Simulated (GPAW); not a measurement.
# Co (P6_3/mmc) in GPAW: notebook

The runs below take Co through relaxation of cell and atoms, with PBEsol+D3(BJ)+ATM, PBEsol+D4.

Everything below comes from runs of GPAW 26.7.0. Logs are shortened: lines on timing, memory, paths and dates and some standing lists are left out, and cuts for length are marked. The log counts tension as positive stress, the text compression.

### 1 The structure

The structure is hexagonal, space group P6_3/mmc (No. 194). Conventional cell: a = 2.472 Å, b = 2.472 Å, c = 4.021 Å, α = 90.00°, β = 90.00°, γ = 120.00°. Co (site symmetry -6m2) is surrounded by 12 Co at 2.47 Å.

### 2 Relaxation of cell and atoms, PBEsol+D3(BJ)+ATM, collinear spin, ferromagnetic start

run.py reads:

```python
from ase import Atoms
from ase.calculators.mixing import SumCalculator
from ase.filters import FrechetCellFilter
from ase.io import write
from ase.optimize import BFGS
from dftd3.ase import DFTD3
from gpaw import GPAW, PW, setup_paths

setup_paths.insert(0, '.')

atoms = Atoms(['Co', 'Co'],
              cell=[[2.4719999032, 0.0, 0.0],
                    [-1.2359999516, 2.1408147143, 0.0],
                    [0.0, 0.0, 4.02114408]],
              scaled_positions=[[0.6666666667, 0.3333333333, 0.75],
                                [0.3333333333, 0.6666666667, 0.25]],
              pbc=True)
atoms.set_initial_magnetic_moments([2.0, 2.0])

calc = GPAW(mode=PW(600),
            xc='PBEsol',
            kpts={'size': (9, 9, 5), 'gamma': True},
            occupations={'name': 'fermi-dirac', 'width': 0.05},
            nbands=21,
            convergence={'density': 1e-05, 'forces': 0.0001},
            maxiter=150,
            txt='gpaw.txt')
atoms.calc = SumCalculator([calc, DFTD3(damping='d3bj', params_tweaks=dict(method='pbesol', atm=True))])
opt = BFGS(FrechetCellFilter(atoms), trajectory='relax.traj', logfile='-')
done = opt.run(fmax=0.02, steps=60)
calc.write('gs.gpw')
write('result.traj', atoms)
print('Converged:', done)
print('Cell:', atoms.cell.cellpar().round(4))
print('Volume:', round(atoms.get_volume(), 4))
print(atoms.get_scaled_positions().round(5))
```

Potentials or basis: PAW data sets generated in the run's folder for this functional, pw.

Run with:

```bash
$ gpaw-setup -f PBEsol Co
$ OMP_NUM_THREADS=1 python run.py
```

gpaw.txt:

```text
__  _  _
 | _ |_)|_||  |
 |__||  | ||/\| - 26.7.0

Input parameters:
  mode=PW(ecut=600.0),
  convergence={'density': 1e-05, 'forces': 0.0001},
  kpts=MonkhorstPack(size=(9, 9, 5), gamma=True),
  maxiter=150,
  nbands=21,
  occupations=Occupations(name='fermi-dirac', width=0.05),
  xc=XC(name='PBEsol')

Diagonalizing LCAO Hamiltonian
Converting LCAO to pw mode

          Co

        Co

Atoms  # Å, Bohr magnetons
|   | symbol |         x |        y |        z |    initial magnetic moments |
|---|--------|-----------|----------|----------|-----------------------------|
| 0 |     Co |  1.236000 | 0.713605 | 3.015858 | ( 0.0000,  0.0000,  2.0000) |
| 1 |     Co | -0.000000 | 1.427210 | 1.005286 | ( 0.0000,  0.0000,  2.0000) |

Unit cell  # Å
| periodic |         x |        y |        z |  lengths |     angles |
|----------|-----------|----------|----------|----------|------------|
|      yes |  2.472000 | 0.000000 | 0.000000 | 2.472000 |  90.000000 |
|      yes | -1.236000 | 2.140815 | 0.000000 | 2.472000 |  90.000000 |
|      yes |  0.000000 | 0.000000 | 4.021144 | 4.021144 | 120.000000 |

Number of symmetries: 12
Symmetry operations  # r_c * U_cc + t_c -> r_c
|    | kind |            matrix            |
|----|------|------------------------------|
|  0 |  σ   |  1, 1, 0,  0,-1, 0,  0, 0, 1 |
|  1 |  S6  |  1, 1, 0, -1, 0, 0,  0, 0,-1 |
|  2 |  E   |  1, 0, 0,  0, 1, 0,  0, 0, 1 |
|  3 |  C2  |  1, 0, 0, -1,-1, 0,  0, 0,-1 |
|  4 |  C2  |  0, 1, 0,  1, 0, 0,  0, 0,-1 |
|  5 |  C3  |  0, 1, 0, -1,-1, 0,  0, 0, 1 |
|  6 |  S6  |  0,-1, 0,  1, 1, 0,  0, 0,-1 |
|  7 |  σ   |  0,-1, 0, -1, 0, 0,  0, 0, 1 |
|  8 |  σ   | -1, 0, 0,  1, 1, 0,  0, 0, 1 |
|  9 |  i   | -1, 0, 0,  0,-1, 0,  0, 0,-1 |
| 10 |  C3  | -1,-1, 0,  1, 0, 0,  0, 0, 1 |
| 11 |  C2  | -1,-1, 0,  0, 1, 0,  0, 0,-1 |
[... 177 lines left out ...]
No gap
No difference between direct/indirect transitions

Stress tensor  # eV/Ang^3
|        x |        y |        z |
|----------|----------|----------|
| 0.037839 | 0.000000 | 0.000000 |
| 0.000000 | 0.037839 | 0.000000 |
| 0.000000 | 0.000000 | 0.043983 |

Forces  # eV/Ang
|       x |        y |        z |
|---------|----------|----------|
| 0.00000 |  0.00000 | -0.00007 |  # Co   0
| 0.00000 | -0.00000 |  0.00007 |  # Co   1

Interpolating wave functions to new cell

          Co

        Co

Atoms  # Å, Bohr magnetons
|   | symbol |         x |        y |        z |    initial magnetic moments |
|---|--------|-----------|----------|----------|-----------------------------|
| 0 |     Co |  1.229762 | 0.710004 | 2.999249 | ( 0.0000,  0.0000,  1.6033) |
| 1 |     Co | -0.000000 | 1.420007 | 0.999751 | ( 0.0000,  0.0000,  1.6033) |

Unit cell  # Å
| periodic |         x |        y |        z |  lengths |     angles |
|----------|-----------|----------|----------|----------|------------|
|      yes |  2.459525 | 0.000000 | 0.000000 | 2.459525 |  90.000000 |
|      yes | -1.229762 | 2.130011 | 0.000000 | 2.459525 |  90.000000 |
|      yes |  0.000000 | 0.000000 | 3.999000 | 3.999000 | 120.000000 |

Number of symmetries: 12
Symmetry operations  # r_c * U_cc + t_c -> r_c
|    | kind |            matrix            |
|----|------|------------------------------|
|  0 |  σ   |  1, 1, 0,  0,-1, 0,  0, 0, 1 |
|  1 |  S6  |  1, 1, 0, -1, 0, 0,  0, 0,-1 |
|  2 |  E   |  1, 0, 0,  0, 1, 0,  0, 0, 1 |
|  3 |  C2  |  1, 0, 0, -1,-1, 0,  0, 0,-1 |
|  4 |  C2  |  0, 1, 0,  1, 0, 0,  0, 0,-1 |
|  5 |  C3  |  0, 1, 0, -1,-1, 0,  0, 0, 1 |
|  6 |  S6  |  0,-1, 0,  1, 1, 0,  0, 0,-1 |
|  7 |  σ   |  0,-1, 0, -1, 0, 0,  0, 0, 1 |
|  8 |  σ   | -1, 0, 0,  1, 1, 0,  0, 0, 1 |
|  9 |  i   | -1, 0, 0,  0,-1, 0,  0, 0,-1 |
| 10 |  C3  | -1,-1, 0,  1, 0, 0,  0, 0, 1 |
| 11 |  C2  | -1,-1, 0,  0, 1, 0,  0, 0,-1 |
[... 175 lines left out ...]
No gap
No difference between direct/indirect transitions

Stress tensor  # eV/Ang^3
|         x |         y |         z |
|-----------|-----------|-----------|
|  0.014578 | -0.000000 |  0.000000 |
| -0.000000 |  0.014578 | -0.000000 |
|  0.000000 | -0.000000 |  0.020851 |

Forces  # eV/Ang
|       x |        y |        z |
|---------|----------|----------|
| 0.00000 |  0.00000 |  0.00002 |  # Co   0
| 0.00000 | -0.00000 | -0.00002 |  # Co   1

Interpolating wave functions to new cell

          Co

        Co

Atoms  # Å, Bohr magnetons
|   | symbol |         x |        y |        z |    initial magnetic moments |
|---|--------|-----------|----------|----------|-----------------------------|
| 0 |     Co |  1.217766 | 0.703078 | 2.965897 | ( 0.0000,  0.0000,  1.5956) |
| 1 |     Co | -0.000000 | 1.406155 | 0.988633 | ( 0.0000,  0.0000,  1.5956) |

Unit cell  # Å
| periodic |         x |        y |         z |  lengths |     angles |
|----------|-----------|----------|-----------|----------|------------|
|      yes |  2.435533 | 0.000000 | -0.000000 | 2.435533 |  90.000000 |
|      yes | -1.217766 | 2.109233 |  0.000000 | 2.435533 |  90.000000 |
|      yes | -0.000000 | 0.000000 |  3.954530 | 3.954530 | 120.000000 |
[... 657 lines left out ...]
          Co

        Co

Atoms  # Å, Bohr magnetons
|   | symbol |         x |        y |        z |    initial magnetic moments |
|---|--------|-----------|----------|----------|-----------------------------|
| 0 |     Co |  1.219543 | 0.704104 | 2.963431 | ( 0.0000,  0.0000,  1.5804) |
| 1 |     Co | -0.000000 | 1.408207 | 0.987810 | ( 0.0000,  0.0000,  1.5804) |

Unit cell  # Å
| periodic |         x |         y |         z |  lengths |     angles |
|----------|-----------|-----------|-----------|----------|------------|
|      yes |  2.439087 |  0.000000 | -0.000000 | 2.439087 |  90.000000 |
|      yes | -1.219543 |  2.112311 | -0.000000 | 2.439087 |  90.000000 |
|      yes | -0.000000 | -0.000000 |  3.951242 | 3.951242 | 120.000000 |

Number of symmetries: 12
Symmetry operations  # r_c * U_cc + t_c -> r_c
|    | kind |            matrix            |
|----|------|------------------------------|
|  0 |  σ   |  1, 1, 0,  0,-1, 0,  0, 0, 1 |
|  1 |  S6  |  1, 1, 0, -1, 0, 0,  0, 0,-1 |
|  2 |  E   |  1, 0, 0,  0, 1, 0,  0, 0, 1 |
|  3 |  C2  |  1, 0, 0, -1,-1, 0,  0, 0,-1 |
|  4 |  C2  |  0, 1, 0,  1, 0, 0,  0, 0,-1 |
|  5 |  C3  |  0, 1, 0, -1,-1, 0,  0, 0, 1 |
|  6 |  S6  |  0,-1, 0,  1, 1, 0,  0, 0,-1 |
|  7 |  σ   |  0,-1, 0, -1, 0, 0,  0, 0, 1 |
|  8 |  σ   | -1, 0, 0,  1, 1, 0,  0, 0, 1 |
|  9 |  i   | -1, 0, 0,  0,-1, 0,  0, 0,-1 |
| 10 |  C3  | -1,-1, 0,  1, 0, 0,  0, 0, 1 |
| 11 |  C2  | -1,-1, 0,  0, 1, 0,  0, 0,-1 |
[... 175 lines left out ...]
Stress tensor  # eV/Ang^3
|         x |         y |         z |
|-----------|-----------|-----------|
| -0.030632 |  0.000000 | -0.000000 |
|  0.000000 | -0.030632 |  0.000000 |
| -0.000000 |  0.000000 | -0.030339 |

Forces  # eV/Ang
|        x |        y |        z |
|----------|----------|----------|
| -0.00000 | -0.00000 | -0.00001 |  # Co   0
|  0.00000 |  0.00000 |  0.00001 |  # Co   1

# Writing to gs.gpw (mode='')
```

stdout:

```text
Step          Energy          fmax
BFGS:    0      -18.616074        0.773081
BFGS:    1      -18.632002        0.526940
BFGS:    2      -18.639797        0.052207
BFGS:    3      -18.640202        0.031661
BFGS:    4      -18.640328        0.028315
BFGS:    5      -18.640372        0.006101
Converged: True
Cell: [  2.4391   2.4391   3.9512  90.      90.     120.    ]
Volume: 20.3572
[[0.66667 0.33333 0.75   ]
 [0.33333 0.66667 0.25   ]]
```

It took 1.9 min on 1 thread of Arm Neoverse V2, shared host; peak memory 0.25 GiB.

What came out:

| Property | Result |
| --- | --- |
| Free energy | -18.6485 eV |
| Relaxed volume | 10.18 Å³/atom |
| Relaxed cell | a = 2.439 Å, b = 2.439 Å, c = 3.951 Å, α = 90.00°, β = 90.00°, γ = 120.00° |
| Space group after relaxing (to 0.05 Å) | P6_3/mmc (No. 194) |
| Energy gained by relaxing | 12.1 meV/atom |
| Ionic steps | 6 |
| Pressure after relaxing | -0.1 GPa |
| Band gap on the k mesh | none (metal or under the smearing width) |
| Net moment | 3.03 μB per cell |
| Site moments | Co +1.58 μB |
| Dispersion energy per atom | -0.359 eV |

The path:
```tsv
step	energy change (eV)	largest force (eV/Å)	pressure (GPa)	volume (Å³)
1	0.0000	0.0001	-10.99	21.28
2	-0.0159	0.0000	-7.40	20.95
3	-0.0237	0.0000	0.52	20.31
4	-0.0241	0.0000	0.00	20.35
5	-0.0243	0.0000	-0.06	20.36
6	-0.0243	0.0000	-0.07	20.36
```

Final structure:
```
Co
1.0
     2.43909    0.00000    0.00000
    -1.21954    2.11231    0.00000
     0.00000    0.00000    3.95124
Co
2
Direct
  0.66667 0.33333 0.75000
  0.33333 0.66667 0.25000
```

Levels at points of the mesh, in eV from the Fermi level:
Spin up:
| k point | band 9 | band 10 | band 11 | band 12 | band 13 | band 14 |
| --- | --- | --- | --- | --- | --- | --- |
| (0.00, 0.00, 0.00) | -1.91 | -0.68 | -0.68 | -0.32 | 6.88 | 22.68 |
Spin down:
```tsv
k point	band 3	band 4	band 5	band 6	band 7	band 8	band 9	band 10	band 11	band 12
(0.00, 0.00, 0.00)	-1.16	-1.13	-1.13	-0.72	-0.72	-0.32	-0.24	-0.24	1.11	1.11
```

Caveat: each step starts from the last one's moments, so a moment once lost doesn't come back; later steps reuse the first step's grids; pairwise dispersion overbinds metals, which lowers pressure and volume.

### 3 Relaxation of cell and atoms, PBEsol+D4, collinear spin, ferromagnetic start

Changes to run.py since step 2:

```diff
@@ -5,3 +5,3 @@
 from ase.optimize import BFGS
-from dftd3.ase import DFTD3
+from dftd4.ase import DFTD4
 from gpaw import GPAW, PW, setup_paths
@@ -27,3 +27,3 @@
             txt='gpaw.txt')
-atoms.calc = SumCalculator([calc, DFTD3(damping='d3bj', params_tweaks=dict(method='pbesol', atm=True))])
+atoms.calc = SumCalculator([calc, DFTD4(method='pbesol')])
 opt = BFGS(FrechetCellFilter(atoms), trajectory='relax.traj', logfile='-')
```

Potentials or basis: PAW data sets generated in the run's folder for this functional, pw.

Run with:

```bash
$ gpaw-setup -f PBEsol Co
$ OMP_NUM_THREADS=1 python run.py
```

Run time: 2 min. Hardware: 1 thread of Arm Neoverse V2, shared host; peak memory 0.25 GiB.

Results (log left out):

```yaml
Free_energy: -18.4543 eV
Relaxed_volume: 10.23 Å³/atom
Relaxed_cell: a = 2.443 Å, b = 2.443 Å, c = 3.958 Å, α = 90.00°, β = 90.00°, γ = 120.00°
Space_group_after_relaxing_to_0.05_Å: P6_3/mmc (No. 194)
Energy_gained_by_relaxing: 9.2 meV/atom
Ionic_steps: 6
Pressure_after_relaxing: -0.1 GPa
Band_gap_on_the_k_mesh: none (metal or under the smearing width)
Net_moment: 3.03 μB per cell
Site_moments: Co +1.58 μB
Dispersion_energy_per_atom: -0.260 eV
```

Step by step:
```tsv
step	energy change (eV)	largest force (eV/Å)	pressure (GPa)	volume (Å³)
1	0.0000	0.0001	-9.83	21.28
2	-0.0124	0.0000	-6.60	20.98
3	-0.0180	0.0000	0.42	20.41
4	-0.0184	0.0000	0.01	20.44
5	-0.0184	0.0000	-0.07	20.45
6	-0.0185	0.0000	-0.09	20.45
```

Final structure:
```yaml
crystal:
  lattice:
    - [2.44265, 0.00000, 0.00000]
    - [-1.22133, 2.11540, 0.00000]
    - [0.00000, 0.00000, 3.95789]
  atoms:
    - { symbol: Co, position: [0.66667, 0.33333, 0.75000] }
    - { symbol: Co, position: [0.33333, 0.66667, 0.25000] }
```

Levels at points of the mesh, in eV from the Fermi level:
Spin up:
| k point | band 9 | band 10 | band 11 | band 12 | band 13 | band 14 |
| --- | --- | --- | --- | --- | --- | --- |
| (0.00, 0.00, 0.00) | -1.90 | -0.68 | -0.68 | -0.32 | 6.83 | 22.64 |
Spin down:
```tsv
k point	band 3	band 4	band 5	band 6	band 7	band 8	band 9	band 10	band 11	band 12
(0.00, 0.00, 0.00)	-1.15	-1.12	-1.12	-0.71	-0.71	-0.32	-0.23	-0.23	1.10	1.10
```

Caveat: each step starts from the last one's moments, so a moment once lost doesn't come back; later steps reuse the first step's grids; pairwise dispersion overbinds metals, which lowers pressure and volume.
